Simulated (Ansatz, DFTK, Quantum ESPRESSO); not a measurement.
## The equilibrium volume of SnSe, sorted by core time

It takes space group Fm-3m (No. 225, cubic). Conventional cell: a = 6.020 Å, b = 6.020 Å, c = 6.020 Å, α = 90.00°, β = 90.00°, γ = 90.00°. Sn (site symmetry m-3m) is surrounded by 6 Se at 3.01 Å. Around Se (site symmetry m-3m) lie 6 Sn at 3.01 Å.

Measurements of this composition are mostly on another form, of space group No. 62.

```tsv
rung	level	program and potentials	cutoff (eV)	k mesh	smearing	task	core time	chip	equilibrium volume (Å³/atom)	notes
GGA + dispersion	PBEsol+D3(BJ)+ATM	Ansatz, Ansatz PAW	420	8 × 8 × 8	fermi-dirac 0.05	relaxation of cell and atoms	7 s	Intel Xeon	25.41	potentials made for PBE, which Ansatz adapts in part
GGA	PBEsol	Ansatz, Ansatz PAW	420	8 × 8 × 8	fermi-dirac 0.05	equation of state	13 s	Intel Xeon	26.27	potentials made for PBE, which Ansatz adapts in part
GGA + dispersion	BLYP+D4	Ansatz, Ansatz PAW	420	8 × 8 × 8	fermi-dirac 0.05	relaxation of cell and atoms	18 s	Arm Neoverse V1	29.68	potentials made for PBE, which Ansatz adapts in part
GGA	PBEsol	Ansatz, Ansatz PAW (files of its older set among them)	640	8 × 8 × 8	fermi-dirac 0.05	equation of state	20 s	Intel Xeon	26.27	potentials made for PBE, which Ansatz adapts in part
GGA + dispersion	PBEsol+D4	Ansatz, all-electron LAPW, scalar-relativistic	-	8 × 8 × 8	fermi-dirac 0.05	relaxation of cell and atoms	20 s	Intel Xeon Platinum 8488C Sapphire Rapids	25.65	-
GGA	PBEsol	Ansatz, PseudoDojo standard	1170	8 × 8 × 8	fermi-dirac 0.05	equation of state	31 s	Intel Xeon	26.25	potentials made for PBE
meta-GGA	r2SCAN	Ansatz, Ansatz PAW	500	8 × 8 × 8	fermi-dirac 0.05	equation of state	38 s	Arm Neoverse V2	27.20	potentials made for PBE, which Ansatz adapts in part
GGA	PBEsol	Ansatz, PseudoDojo stringent	1415	8 × 8 × 8	fermi-dirac 0.05	equation of state	49 s	Intel Xeon	26.30	potentials made for PBE
GGA	PBEsol	Quantum ESPRESSO, PseudoDojo 0.4.1 SR PBEsol standard	1170	8 × 8 × 8	fermi-dirac 0.05	equation of state	6.4 min	Intel Xeon Platinum 8175M Skylake/Cascade Lake	26.28	-
GGA	PBEsol	DFTK, PseudoDojo SR PBEsol 0.4.1 standard (PBEsol)	1170	5 × 5 × 5	fermi-dirac 0.05	equation of state	13 min	Intel Xeon Platinum 8488C Sapphire Rapids	26.21	coarse mesh
meta-GGA	r2SCAN	DFTK, in-house norm-conserving set (r2SCAN, scalar relativistic)	1225	5 × 5 × 5	fermi-dirac 0.05	equation of state	27 min	Intel Xeon Platinum 8559C Emerald Rapids	27.08	coarse mesh
```

Times are single runs on shared hosts and different chips, so they are rough; meshes, cutoffs and the tasks' sizes weigh on the time. All rows: no spin polarisation. Smearing widths are in eV. Meshes differ between rows, which moves values too. Meshes are those of the run's cell of 2 atoms unless a note names another. Relaxations start from the cell shown or near it and stop with a little pressure left. Runs on faulty files, with rough fits or with known faults for this quantity aren't shown. PBE isn't shown for this crystal. No row holds spin-orbit coupling.

By rung: GGA + dispersion 25.41 to 29.68; GGA 26.25 to 26.30; meta-GGA 27.20; GGA on coarse meshes 26.21; meta-GGA on coarse meshes 27.08 (Å³/atom).
